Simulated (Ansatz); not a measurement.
Relaxed bulk WS₂:

```cif
data_structure
_symmetry_space_group_name_H-M 'P6_3/mmc'
_symmetry_Int_Tables_number 194
_cell_length_a 3.1461
_cell_length_b 3.1461
_cell_length_c 12.6917
_cell_angle_alpha 90.000
_cell_angle_beta 90.000
_cell_angle_gamma 120.000
_cell_volume 108.79
loop_
_atom_site_label
_atom_site_type_symbol
_atom_site_symmetry_multiplicity
_atom_site_Wyckoff_symbol
_atom_site_fract_x
_atom_site_fract_y
_atom_site_fract_z
_atom_site_occupancy
W1 W 2 c 0.33333 0.66667 0.25000 1
S1 S 4 f 0.33333 0.66667 0.62649 1
```

Miller indices refer to the conventional cell of P6_3/mmc (No. 194), a = 3.146 Å, b = 3.146 Å, c = 12.692 Å, α = 90.00°, β = 90.00°, γ = 120.00°. The bulk's gap is 1.09 eV.

The (001) slab of 15 planes, 28.5 Å thick with 15 Å of vacuum as cut; outer planes S (top) and S (bottom).

Level of theory: DFT PBEsol, scalar-relativistic, plane waves, PAW (Ansatz). Plane waves to 420 eV, a k mesh through Γ of 9×9×1 on the computed 15-atom cell and Gaussian smearing (0.05 eV); no spin polarisation. A dipole correction removes the field between periodic images along c.

The surface energy is small: either the cut is weakly bound (this functional has no dispersion correction), or the bulk reference is not the lowest structure.

Results for the relaxed slab:

```yaml
Surface_energy_mean_of_both_faces: 0.02 J/m²
Gap_of_the_slab_on_the_mesh: 1.30 eV
Bulk_valence_band_top_under_the_vacuum_level: 5.21 eV
Bulk_conduction_band_bottom_under_the_vacuum_level: 4.12 eV
```

Relaxation lowers the energy by 0.000 J/m² a face; the largest move is 0.000 Å.

```csv
plane (bottom to top),atoms,"spacing to next, bulk (Å)",relaxed (Å),change (%)
1,S,1.568,1.568,0.0
2,W,1.568,1.568,0.0
3,S,3.211,3.211,0.0
4,S,1.568,1.568,0.0
5,W,1.568,1.568,0.0
6,S,3.211,3.211,0.0
7,S,1.568,1.568,0.0
8,W,1.568,1.568,0.0
9,S,3.211,3.211,0.0
10,S,1.568,1.568,0.0
11,W,1.568,1.568,0.0
12,S,3.211,3.211,0.0
13,S,1.568,1.568,0.0
14,W,1.568,1.568,0.0
15,S,,,
```

Spin-orbit coupling is left out, which matters for the bands of heavy elements. The gap is read on a mesh, which can miss the band edges, so it can be too wide.